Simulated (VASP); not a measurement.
# HW8C8 (a cell with a defect) in VASP: further runs

One crystal, HW8C8 (a cell with a defect), is run at these levels: PBEsol; tasks: single point.

All numbers are computed with VASP 6.6.1; they aren't measurements. Logs are shortened: lines on timing, memory, paths and dates and some standing lists are left out, and cuts for length are marked.

## (1) Starting point

The cell holds a defect, 17 atoms: a = 5.656 Å, b = 5.797 Å, c = 5.797 Å, α = 120.00°, β = 90.00°, γ = 90.00°.

## (2) Single point, PBEsol

INCAR

```
PREC = Accurate ; ENCUT = 520
EDIFF = 1E-6 ; ISMEAR = 0
SIGMA = 0.1 ; LREAL = Auto
LASPH = T ; NELM = 100
ALGO = Fast ; ISIF = 2
LWAVE = F ; LCHARG = T
GGA = PS ; LELF = T
LVHAR = T ; NBANDS = 86
```

KPOINTS

```
Automatic mesh
0
Gamma
  4 5 5
  0.5 0 0
```

POSCAR

```
HW8C8
1.0
    0.0000000000      0.0000000000     -5.6555137123
   -2.8984787826     -5.0203125160      0.0000000000
   -2.8984787825      5.0203125161      0.0000000000
W C H
8 8 1
Direct
    0.5006491265      0.5000007614      0.4999989686
    1.0020819130      0.5000007614      0.4999989686
    0.4990402541      0.4937748080     -0.0031139798
    1.0001114466      0.4998998761     -0.0000514699
    0.4990402541      1.0031137098      0.5062249220
    1.0001114466      1.0000511003      0.5000999534
    0.4990402541      1.0031136636     -0.0031139336
    1.0001114466      1.0000512048     -0.0000514748
    0.2476933257      0.1666672566      0.8333321284
    0.7501139977      0.1666676016      0.8333324734
    0.2499755233      0.1677284824      0.3338625621
    0.7522600451      0.1714680318      0.3357325069
    0.2499755233      0.6661364779      0.8322705576
    0.7522602219      0.6642672960      0.8285319703
    0.2499753465      0.6661362888      0.3338627511
    0.7522600451      0.6642673012      0.3357327738
    0.6161922996      0.8333338215      0.1666655635
```

Potentials or basis: VASP PAW PBE potentials, release 64 (W_sv, C, H).

Run with:

```sh
$ cat potpaw_PBE.64/W_sv/POTCAR potpaw_PBE.64/C/POTCAR potpaw_PBE.64/H/POTCAR > POTCAR
$ mpirun -np 1 vasp_std > vasp.out
```

OUTCAR:

```text
PREC = Accurate
   ENCUT = 520
   EDIFF = 1E-6
   ISMEAR = 0
   LREAL = Auto
   LASPH = T
   NELM = 100
   ISIF = 2
   GGA = PS

 ion  position               nearest neighbor table
   1  0.501  0.500  0.500-  12 2.18  16 2.18  14 2.18  13 2.19  15 2.19  11 2.19   2 2.82   2 2.84
                             5 2.90   3 2.90   7 2.90   7 2.90   5 2.90   3 2.90
   2  0.002  0.500  0.500-  12 2.17  16 2.17  14 2.17  15 2.18  13 2.18  11 2.18   1 2.82   1 2.84
                             6 2.90   4 2.90   8 2.90   8 2.90   4 2.90   6 2.90
   3  0.499  0.494  0.997-  17 1.83  10 2.17   9 2.17  15 2.20  13 2.20  14 2.22  16 2.22   4 2.82
                             4 2.83   5 2.84   7 2.84   1 2.90   1 2.90   7 2.95   5 2.95
   4  0.000  0.500  1.000-   9 2.18  10 2.19  14 2.19  16 2.19  15 2.19  13 2.19   3 2.82   3 2.83
                             8 2.90   6 2.90   2 2.90   2 2.90   6 2.90   8 2.90
   5  0.499  0.003  0.506-  17 1.83  10 2.17   9 2.17  11 2.20  15 2.20  16 2.22  12 2.22   6 2.82
                             6 2.83   3 2.84   7 2.84   1 2.90   1 2.90   7 2.95   3 2.95
   6  0.000  0.000  0.500-   9 2.18  10 2.19  16 2.19  12 2.19  15 2.19  11 2.19   5 2.82   5 2.83
                             8 2.90   4 2.90   2 2.90   2 2.90   4 2.90   8 2.90
   7  0.499  0.003  0.997-  17 1.83  10 2.17   9 2.17  11 2.20  13 2.20  12 2.22  14 2.22   8 2.82
                             8 2.83   3 2.84   5 2.84   1 2.90   1 2.90   3 2.95   5 2.95
   8  0.000  0.000  1.000-   9 2.18  10 2.19  14 2.19  12 2.19  11 2.19  13 2.19   7 2.82   7 2.83
                             6 2.90   4 2.90   2 2.90   2 2.90   4 2.90   6 2.90
   9  0.248  0.167  0.833-   5 2.17   7 2.17   3 2.17   6 2.18   8 2.18   4 2.18
  10  0.750  0.167  0.833-   3 2.17   7 2.17   5 2.17   4 2.19   8 2.19   6 2.19
  11  0.250  0.168  0.334-   2 2.18   1 2.19   8 2.19   6 2.19   7 2.20   5 2.20
  12  0.752  0.171  0.336-   2 2.17   1 2.18   8 2.19   6 2.19   7 2.22   5 2.22
  13  0.250  0.666  0.832-   2 2.18   1 2.19   4 2.19   8 2.19   3 2.20   7 2.20
  14  0.752  0.664  0.829-   2 2.17   1 2.18   8 2.19   4 2.19   7 2.22   3 2.22
  15  0.250  0.666  0.334-   2 2.18   1 2.19   4 2.19   6 2.19   3 2.20   5 2.20
  16  0.752  0.664  0.336-   2 2.17   1 2.18   6 2.19   4 2.19   5 2.22   3 2.22
  17  0.616  0.833  0.167-   3 1.83   7 1.83   5 1.83

  LATTYP: Found a hexagonal cell.
 ALAT       =     5.7969575651
 C/A-ratio  =     0.9756003298

  Lattice vectors:

 A1 = (  -2.8984787826,  -5.0203125160,   0.0000000000)
 A2 = (  -2.8984787825,   5.0203125161,   0.0000000000)
 A3 = (   0.0000000000,   0.0000000000,  -5.6555137123)

Analysis of symmetry for initial positions (statically):
=====================================================================
 Subroutine PRICEL returns:
 Original cell was already a primitive cell.

 Routine SETGRP: Setting up the symmetry group for a
 hexagonal supercell.

 Subroutine GETGRP returns: Found  6 space group operations
 (whereof  2 operations were pure point group operations)
 out of a pool of 24 trial point group operations.

The static configuration has the point symmetry C_1h.
 The point group associated with its full space group is C_3v.

Analysis of symmetry for dynamics (positions and initial velocities):
=====================================================================
 Subroutine PRICEL returns:
 Original cell was already a primitive cell.

 Routine SETGRP: Setting up the symmetry group for a
 hexagonal supercell.

 Subroutine GETGRP returns: Found  6 space group operations
 (whereof  2 operations were pure point group operations)
 out of a pool of 24 trial point group operations.

The dynamic configuration has the point symmetry C_1h.
 The point group associated with its full space group is C_3v.

 Subroutine INISYM returns: Found  6 space group operations
 (whereof  2 operations are pure point group operations),
 and found     1 'primitive' translations

----------------------------------------------------------------------------------------

                                     Primitive cell

  volume of cell :     164.5898

  direct lattice vectors                    reciprocal lattice vectors
     0.000000000  0.000000000 -5.655513712     0.000000000  0.000000000 -0.176818597
    -2.898478783 -5.020312516  0.000000000    -0.172504282 -0.099595393  0.000000000
    -2.898478782  5.020312516  0.000000000    -0.172504282  0.099595393  0.000000000

  length of vectors
     5.655513712  5.796957565  5.796957565     0.176818597  0.199190787  0.199190787

  position of ions in fractional coordinates (direct lattice)
     0.500649127  0.500000761  0.499998969
     0.002081913  0.500000761  0.499998969
[... 53 lines left out ...]

  Shift w.r.t. Gamma in fractional coordinates (k-lattice)
     0.500000000  0.000000000  0.000000000

 Subroutine IBZKPT returns following result:
 ===========================================

 Found     14 irreducible k-points:

 Following reciprocal coordinates:
            Coordinates               Weight
  0.125000  0.000000  0.000000      2.000000
  0.375000  0.000000  0.000000      2.000000
  0.125000  0.200000 -0.000000      6.000000
  0.125000 -0.000000  0.200000      6.000000
  0.375000  0.200000 -0.000000      6.000000
  0.375000 -0.000000  0.200000      6.000000
  0.125000  0.400000  0.000000      6.000000
  0.125000 -0.000000  0.400000      6.000000
  0.375000  0.400000  0.000000      6.000000
  0.375000 -0.000000  0.400000      6.000000
  0.125000  0.200000  0.200000     12.000000
  0.375000  0.200000  0.200000     12.000000
  0.125000  0.400000  0.200000     12.000000
  0.375000  0.400000  0.200000     12.000000
   k-points           NKPTS =     14   k-points in BZ     NKDIM =     14   number of bands    NBANDS=     86
   number of dos      NEDOS =    301   number of ions     NIONS =     17
   total plane-waves  NPLWV =  96768
   dimension x,y,z NGX =    42 NGY =   48 NGZ =   48
   dimension x,y,z NGXF=    84 NGYF=   96 NGZF=   96
   ions per type =               8   8   1
   NGX,Y,Z   is equivalent  to a cutoff of  12.35, 13.77, 13.77 a.u.
   NGXF,Y,Z  is equivalent  to a cutoff of  24.69, 27.53, 27.53 a.u.
 SYSTEM =  unknown system
   PREC   = accura    normal or accurate (medium, high low for compatibility)
   ISTART =      0    job   : 0-new  1-cont  2-samecut
   ICHARG =      2    charge: 1-file 2-atom 10-const
   ISPIN  =      1    spin polarized calculation?
   LNONCOLLINEAR =      F non collinear calculations
   LSORBIT =      F    spin-orbit coupling
   LASPH  =      T    aspherical Exc in radial PAW
   ENCUT  =  520.0 eV  38.22 Ry    6.18 a.u.  10.52 10.78 10.78*2*pi/ulx,y,z
   NELM   =    100;   NELMIN=  2; NELMDL= -5     # of ELM steps
   EDIFF  = 0.1E-05   stopping-criterion for ELM
   LREAL  =      T    real-space projection
   EDIFFG = 0.1E-04   stopping-criterion for IOM
   NSW    =      0    number of steps for IOM
   IBRION =     -1    ionic relax: 0-MD 1-quasi-New 2-CG
   NFREE  =      0    steps in history (QN), initial steepest desc. (CG)
   ISIF   =      2    stress and relaxation
   ISYM   =      2    0-nonsym 1-usesym 2-fastsym
   POTIM  = 0.5000    time-step for ionic-motion
   TEBEG  =    0.0;   TEEND  =   0.0 temperature during run
   PSTRESS=    0.0 pullay stress
   NELECT =     145.0000    total number of electrons
   NUPDOWN=      -1.0000    fix difference up-down
   EMIN   =  10.00;   EMAX   =-10.00  energy-range for DOS
   EFERMI =   0.00;   METHOD = LEGACY
   ISMEAR =     0;   SIGMA  =   0.10  broadening in eV -4-tet -1-fermi 0-gaus
   EFERMI_NEDOS =   21; number of points for ismear=-14 and -15
   IALGO  =     68    algorithm
   IMIX   =      4    mixing-type and parameters
     AMIX     =   0.40;   BMIX     =  1.00
     AMIX_MAG =   1.60;   BMIX_MAG =  1.00
  volume/ion in A,a.u.               =       9.68        65.34
  Fermi-wavevector in a.u.,A,eV,Ry     =   1.569386  2.965710 33.510786  2.462973
  Thomas-Fermi vector in A             =   2.671276
   LORBIT       =      0    0 simple, 1 ext, 2 COOP (PROOUT), +10 PAW based schemes
   GGA     = PS    functional components
   LHFCALC =     F    Hartree Fock is set to
   AEXX    =    0.0000 exact exchange contribution
   IVDW    =     0    specifies the selected vdW correction
   LEPSILON=     F    determine dielectric tensor
   LRPA    =     F    only Hartree local field effects (RPA)
 non-spin polarized calculation
 RMM-DIIS sequential band-by-band and
 Gauss-broadening in eV      SIGMA  =   0.10
  energy-cutoff  :      520.00
  volume of cell :      164.59
 maximum number of plane-waves:      4455
 NGX is ok and might be reduce to    42
   NGX = 21   NGY = 21   NGZ = 21

 number of electron     144.9999993 magnetization

 Free energy of the ion-electron system (eV)
  ---------------------------------------------------
  ext. energy  EPLUGINS =         0.00000000
  ---------------------------------------------------
  free energy    TOTEN  =      -193.70602576 eV

  energy without entropy =     -193.69964735  energy(sigma->0) =     -193.70283655

 E-fermi :  11.6051     XC(G=0): -14.0281

 val. band max:       11.5218840639   @ k =   0.1250   0.2000   0.2000
 cond. band min:      11.7480482750   @ k =   0.3750   0.4000   0.0000
 fundamental gap:      0.2261642111
 Fermi energy:        11.6051042748

 k-point     1 :       0.1250    0.0000    0.0000
  band No.  band energies     occupation
      1     -62.8067      2.00000
      2     -62.7547      2.00000
      3     -62.7547      2.00000
      4     -62.6229      2.00000
      5     -62.5879      2.00000
      6     -62.5340      2.00000
[... 1207 lines left out ...]
     83      15.1469      0.00000
     84      15.2342      0.00000
 [bands above 84 left out]

------------------------ aborting loop because EDIFF is reached ----------------------------------------

  FORCE on cell =-STRESS in cart. coord.  units (eV):
  Direction    XX          YY          ZZ          XY          YZ          ZX
  --------------------------------------------------------------------------------------
  -------------------------------------------------------------------------------------
  Total        6.4161048      6.4161048      4.3393731     -0.0000000      0.0000000     -0.0000000
  in kB       62.4567093     62.4567093     42.2410441     -0.0000000      0.0000000     -0.0000000
  external PRESSURE =      55.7181542 kB  Pullay stress =       0.0000000 kB

 VOLUME and BASIS-vectors are now :
 -----------------------------------------------------------------------------
  energy-cutoff  :      520.00
  volume of cell :      164.59
      direct lattice vectors                 reciprocal lattice vectors
     0.000000000  0.000000000 -5.655513712     0.000000000  0.000000000 -0.176818597
    -2.898478783 -5.020312516  0.000000000    -0.172504282 -0.099595393  0.000000000
    -2.898478782  5.020312516  0.000000000    -0.172504282  0.099595393  0.000000000

 POSITION                                       TOTAL-FORCE (eV/Angst)
 -----------------------------------------------------------------------------------
     -2.89848     -0.00001     -2.83143         0.000000      0.000000     -0.067405
     -2.89848     -0.00001     -0.01177         0.000000      0.000000      0.000542
     -4.32065      2.52578     -2.82233         0.034033      0.019649     -0.032476
     -4.34728      2.51040     -0.00063         0.002672      0.001543     -0.020821
     -1.47631      2.52578     -2.82233        -0.034033      0.019649     -0.032476
     -1.44968      2.51040     -0.00063        -0.002672      0.001543     -0.020821
[... 9 lines left out ...]
     -2.89848     -1.64935     -4.25442         0.000000      0.010425     -0.058415
     -2.89848     -3.34688     -3.48488         0.000000      0.000000      0.575916
 -----------------------------------------------------------------------------------
    total drift:                               -0.008044      0.016850     -0.000361

  FREE ENERGIE OF THE ION-ELECTRON SYSTEM (eV)
  ---------------------------------------------------
  free  energy   TOTEN  =      -193.7060257558 eV

  energy  without entropy=     -193.6996473523  energy(sigma->0) =     -193.70283655
```

It took 6.2 min on 1 thread of Intel Xeon Platinum 8375C at 2.90GHz (Ice Lake), shared host; peak memory 0.37 GiB.

Results:

* Free energy: -193.7060 eV
* Pressure: 5.6 GPa
* Largest force: 0.576 eV/Å
* Band gap on the k mesh: none (metal or under the smearing width)

Forces on the atoms (eV/Å):
```
W    0.000  0.000 -0.067
W    0.000  0.000  0.001
W    0.034  0.020 -0.032
W    0.003  0.002 -0.021
W   -0.034  0.020 -0.032
W   -0.003  0.002 -0.021
W    0.000 -0.039 -0.032
W    0.000 -0.003 -0.021
C    0.000  0.000 -0.009
C    0.000  0.000 -0.028
C    0.021  0.012 -0.046
C   -0.009 -0.005 -0.058
C   -0.021  0.012 -0.046
C    0.009 -0.005 -0.058
C    0.000 -0.024 -0.046
C    0.000  0.010 -0.058
H    0.000  0.000  0.576
```

Stress tensor (GPa, compression positive):
```
6.25 0.00 0.00
0.00 6.25 0.00
0.00 0.00 4.22
```

Levels at points of the mesh, in eV from the Fermi level:
```
           k point  band 69  band 70  band 71  band 72  band 73  band 74  band 75  band 76  band 77  band 78
(0.12, 0.00, 0.00)    -1.04    -1.04    -0.37    -0.17    -0.17     2.18     2.18     2.27     2.47     2.47
```

Caveat: the PAW data sets were made with another functional, which shifts forces and pressure a little.

(Continued in part 2 of 2.)
